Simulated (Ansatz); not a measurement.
Reactions of `F[C](F)(F)[SnH3]`.

Calculated with Ansatz (gas phase, PBE0-D4/def2-TZVP geometries, no zero-point term in ΔE). CBS: MP2 limit from def2 TZ/QZ plus the TZ coupled-cluster correction, frozen cores. This one scheme is used for every species, atoms too. Functionals use def2-TZVPP. Open shells (•) are unrestricted, without spin–orbit coupling. Spin–orbit coupling would lower the free atoms: a little for C, F; strongly for Sn. Elements past krypton have def2 core potentials. Bonds to Sn are less sure, by a few kJ/mol each and by 10 to 20 or more in all where they break to atoms, as the def2 sets lack core-valence functions. One conformer a species, not always the lowest.

| reaction | CCSD(T)/CBS(def2) (kJ/mol) |
| --- | --- |
| `F[C](F)(F)[SnH3]` → C• + 3 F• + 3 H• + Sn• | 2501 |
| `F[C](F)(F)[SnH3]` + `CC(C)=CF` → `[F][SnH2][C](F)(F)F` + `C=C(C)C` | -127 |
| `F[C](F)(F)[SnH3]` + `[SiH3]S` → `[SiH3][S][SnH3]` + `FC(F)F` | ? |
| `F[C](F)(F)[SnH3]` → `F[C](F)F`• + `[SnH3]`• | ? |
| `F[C](F)(F)[SnH3]` + `[OH][SnH3]` → `FC(F)(F)[O][SnH3]` + `[SnH4]` | -43 |
| `F[C](F)(F)[SnH3]` + `[SnH4]` → `[SnH3][SnH3]` + `FC(F)F` | -119 |
| `F[C](F)(F)[SnH3]` + `NCF` → `FC[NH][SnH3]` + `FC(F)F` | ? |
| `F[C](F)(F)[SnH3]` + `O[SiH2][SiH3]` → `[SiH3][SiH2][O][SnH3]` + `FC(F)F` | -86 |
| `F[C](F)(F)[SnH3]` + `O[SiH3]` → `[SiH3][O][SnH3]` + `FC(F)F` | -83 |
| `F[C](F)(F)[SnH3]` + `FCC(F)F` → `[SnH4]` + `FCC(F)(F)C(F)(F)F` | 4 |

(1) Fill in the missing values. (An estimate is asked.)

Largest T1 diagnostic: 0.015, for `[SnH3]`•.

Results:

(1) Ansatz gave: `F[C](F)(F)[SnH3]` + `[SiH3]S` → `[SiH3][S][SnH3]` + `FC(F)F`: -116.8 kJ/mol; `F[C](F)(F)[SnH3]` → `F[C](F)F`• + `[SnH3]`•: +298.1 kJ/mol; `F[C](F)(F)[SnH3]` + `NCF` → `FC[NH][SnH3]` + `FC(F)F`: -40.2 kJ/mol.
